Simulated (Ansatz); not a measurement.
# KZnF₃: enthalpy under pressure, worked through

The calculation used DFT PBE, scalar-relativistic, plane waves, PAW in Ansatz. Run with 420 eV cutoff, 6×6×6 k-mesh, Gaussian smearing of 0.02 eV, no spin polarisation.

Starting point, cell and atoms relaxed:

```
K Zn F
1.0
     4.12756    0.00000    0.00000
     0.00000    4.12756    0.00000
     0.00000    0.00000    4.12756
K Zn F
1 1 3
Direct
  0.00000 0.00000 0.00000
  0.50000 0.50000 0.50000
  0.00000 0.50000 0.50000
  0.50000 0.00000 0.50000
  0.50000 0.50000 0.00000
```

Cell and atoms were relaxed at each target pressure within the start's symmetry (Pm-3m), at zero temperature; other phases can be more stable under pressure. H = E + PV with P the target; E is the free energy at the smearing used, whose derivative the pressure is, per atom and counted from zero pressure.

```tsv
P (GPa)	V (Å³/atom)	E − E0 (meV)	H − H0 (meV)
0	14.064	0.0	0.0
3	13.535	4.6	258.1
8	12.822	28.5	668.8
15	12.091	80.4	1212.4
30	11.027	226.3	2291.0
60	9.756	571.9	4225.3
```

Question: Thermodynamics gives dH/dP = V along a relaxed path. Integrate V over P by the trapezoid rule and compare with the computed enthalpies.

Answer: With 1 eV/Å³ = 160.22 GPa, each step adds the mean volume times ΔP / 160.22:
```
P (GPa)  ∫V dP (meV) H − H0 (meV) difference (meV)
      3        258.4         258.1               0.3
      8        669.7         668.8               0.9
     15       1213.9        1212.4               1.5
     30       2296.1        2291.0               5.1
     60       4241.8        4225.3              16.5
```

V(P) curves upward, so the trapezoid rule runs high; integrating a smooth curve through the same points (P as a polynomial of degree 4 in ln V) puts that excess at about 16.3 meV at 60 GPa, against the 16.5 meV found.

Question: At 60 GPa, how much of the enthalpy change is stored energy and how much is the PV term?

Answer: E rises by 572 meV/atom and PV is 60 × 9.756 / 160.22 = 3653 meV/atom, so PV makes 86 % of ΔH. So between rival structures at high pressure a small difference in volume can outweigh the difference in energy: 1 % of this volume is worth 36.5 meV/atom at this pressure.

Question: What bulk modulus do the lowest pressures give?

Answer: From the pressures that the runs reached, -2.98 GPa (14.751 Å³) and 2.94 GPa (13.535 Å³), B = −ΔP/Δln V = 5.92 / 0.0860 = 69 GPa, a mean over that range.

Question: The gap is 3.588 eV at -2.98 GPa and 3.813 eV at 2.94 GPa. What pressure coefficient and volume deformation potential follow?

Answer: dE_g/dP = 37.9 meV/GPa, and a_V = dE_g/d ln V = −B dE_g/dP = -2.61 eV. The band edges lie at other k points in the two runs, so this is a mean over different edges. Gaps are Kohn–Sham gaps over the whole zone.

Cost: 7 runs of about 2.5 core-minutes in all, on Arm Neoverse N1 (shared hosts).